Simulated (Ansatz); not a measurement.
Input and command of a calculation in Ansatz (plane waves; scalar-relativistic PAW potentials unless the input names others):

```yaml
crystal:
  lattice:
    - [2.4589102515, 0.0, 0.0]
    - [0.0, 3.8680417965, 0.0]
    - [0.0, 0.0, 25.5648442795]
  atoms:
    - { symbol: C, position: [0.5, 0.2305209419, 0.2933716286] }
    - { symbol: C, position: [0.0, 0.1633092551, 0.319208039] }
    - { symbol: C, position: [0.0, 0.0284643409, 0.370855695] }
    - { symbol: C, position: [0.5, 0.961252654, 0.3966921055] }
    - { symbol: C, position: [0.5, 0.8264077399, 0.4483397615] }
    - { symbol: C, position: [0.0, 0.759196053, 0.474176172] }
    - { symbol: C, position: [0.0, 0.6243511389, 0.525823828] }
    - { symbol: C, position: [0.5, 0.557139452, 0.5516602385] }
    - { symbol: C, position: [0.5, 0.4222945379, 0.6033078945] }
    - { symbol: C, position: [0.0, 0.355082851, 0.629144305] }
    - { symbol: C, position: [0.0, 0.2202379369, 0.680791961] }
    - { symbol: C, position: [0.5, 0.15302625, 0.7066283714] }
basis:
  ecutwfc: 420
kpoints:
  mp_grid: { grid: [14, 9, 1] }
hamiltonian:
  xc: PBE-sol
scf:
  occupations: { method: gaussian, width: 0.05 }
  max_iter: 80
output:
  forces: true
  eigenvalues: true
  stress: true
efield:
  axis: 3
  dipole_correction: true
  ramp_width: 0.04
```

```bash
ansatz run input.yaml --threads 1 --pin off --max-ram 2560MiB --backend cpu --events-out ev --progress --plain --runs-dir out
```

Problem. Will this input run?

Solution. The program refuses it, because of an unknown functional (hamiltonian.xc: "pbesol" → "PBE-sol"; the functional meant is spelt pbesol). With the sound run's settings it is accepted.

Abridged log:
```
Error: YAML parse error: error: line 24 column 7: hamiltonian.xc: unknown variant `PBE-sol`, expected one of `lda`, `lda-pw`, `pw92`, `pbe`, `pbesol`, `rpbe`, `revpbe`, `blyp`, `pbe0`, `revpbe0`, `b3lyp`, `b3lyp5`, `hse06`, `wpbeh`, `hiss`, `lc_wpbe`, `cam_b3lyp`, `hf`, `r2scan`, `r2scanh`, `r2scan0`, `r2scan50`, `mr2scan`
  --> <input>:24:7
   |
22 |   mp_grid: { grid: [14, 9, 1] }
23 | hamiltonian:
24 |   xc: PBE-sol
   |       ^ hamiltonian.xc: unknown variant `PBE-sol`, expected one of `lda`, `lda-pw`, `pw92`, `pbe`, `pbesol`, `rpbe`, `revpbe`, `blyp`, `pbe0`, `revpbe0`, `b3lyp`, `b3lyp5`, `hse06`, `wpbeh`, `hiss`, `lc_wpbe`, `cam_b3lyp`, `hf`, `r2scan`, `r2scanh`, `r2scan0`, `r2scan50`, `mr2scan`
25 | scf:
26 |   occupations: { method: gaussian, width: 0.05 }
   |
```